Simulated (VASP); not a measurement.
Runs of VASP 6.6.1 on W. The structure is cubic, space group Fm-3m (No. 225). The conventional cell has a = 3.992 Å, b = 3.992 Å, c = 3.992 Å, α = 90.00°, β = 90.00°, γ = 90.00°. Around W (site symmetry m-3m) lie 12 W at 2.82 Å. This isn't the form of W at room conditions, which is bcc.

```tsv
task	level	potentials or basis	cell	k mesh	cutoff (eV)	mesh quality	gap on the mesh (eV)	pressure (GPa)	relaxed volume (Å³/atom)
relaxation of cell and atoms	PBEsol	VASP PAW PBE potentials, release 64 (W_sv)	relaxed	18 × 18 × 18	300	not flagged	none	0.0	15.97
relaxation of cell and atoms	LDA	VASP PAW LDA potentials, release 64 (W_sv)	relaxed	18 × 18 × 18	600	not flagged	none	0.0	15.77
relaxation of cell and atoms	PBEsol	VASP PAW PBE potentials, release 64 (W)	relaxed	18 × 18 × 18	580	not flagged	none	0.0	(a)
single point	PBEsol	VASP PAW PBE potentials, release 64 (W_sv)	as given	18 × 18 × 18	520	not flagged	none	2.1	-
relaxation of cell and atoms	PBE	VASP PAW PBE potentials, release 64 (W_sv)	relaxed	18 × 18 × 18	600	not flagged	none	0.0	16.48
relaxation of cell and atoms	PBEsol	VASP PAW PBE potentials, release 64 (W_sv)	relaxed	18 × 18 × 18	600	not flagged	none	0.0	16.02
relaxation of cell and atoms	PBEsol	VASP PAW PBE potentials, release 64 (W_sv)	relaxed	6 × 6 × 6	600	coarse	none	0.0	15.98
relaxation of cell and atoms	PBE+D3(BJ)	VASP PAW PBE potentials, release 64 (W_sv)	relaxed	18 × 18 × 18	600	not flagged	none	0.0	16.10
relaxation of cell and atoms	RPBE	VASP PAW PBE potentials, release 64 (W_sv)	relaxed	18 × 18 × 18	600	not flagged	none	0.0	(b)
```

Alike in all rows: no spin polarisation; smearing gaussian 0.1 eV.

Q: Fill in the values left out.

A: (a) 15.85; (b) 16.69.

Caveats: some runs use coarse meshes; the PAW data sets were made with another functional, which shifts forces and pressure a little (some runs); pairwise dispersion overbinds metals, which lowers pressure and volume (some runs).

A k mesh can miss the band edges, and the runs leave out spin-orbit coupling on W.

A gap of «none» marks a metal or a gap under the smearing width.

Not every run made on this cell is shown here.
